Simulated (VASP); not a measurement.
# C: relaxation of the cell, by dispersion

C, Cmme (no. 67), 4 atoms in the cell.

| Dispersion | Volume (A^3) | Pressure left (GPa) | Ionic steps | SCF steps in all | Time (s) |
|---|---|---|---|---|---|
| none | 41.087 | 0.02 | 20 | 139 | 148 |
| TS | 34.911 | -0.06 | 27 | 171 | 222 |
| TS by libMBD | 34.908 | -0.07 | 27 | 172 | 215 |
| TS by libMBD, surface set | 34.908 | -0.07 | 27 | 172 | 212 |

## Input of the first row

INCAR:
```
SYSTEM = C
PREC = Accurate
ENCUT = 600
EDIFF = 1E-7
ISMEAR = 0
SIGMA = 0.02
LREAL = .False.
LASPH = .True.
ALGO = Normal
NELM = 100
ISIF = 3
LWAVE = .False.
LCHARG = .False.
IBRION = 2
NSW = 50
EDIFFG = -0.01
```

KPOINTS:
```
k-points
0
Gamma
  9 9 3
```

POSCAR:
```
C
1.0
    1.2280479700     -2.1270618200      0.0000000000
    1.2280479700      2.1270618200      0.0000000000
    0.0000000000      0.0000000000      7.1732677600
C
4
Direct
    0.9166205400      0.0833794600      0.7531376000
    0.4166205400      0.5833794600      0.2468624000
    0.0833794600      0.9166205400      0.2468624000
    0.5833794600      0.4166205400      0.7531376000
```

Commands:
```
cat potpaw_PBE.64/C/POTCAR > POTCAR
mpirun -np 1 vasp_std > vasp.out
```

Changes of the last row against the first:
```
+ IVDW = 14
+ LIBMBD_METHOD = ts
+ LIBMBD_VDW_PARAMS_KIND = tssurf
```

VASP 6.6.1 took 148 s on 1 core (AMD EPYC 9R45 (Zen 5)), a shared host.
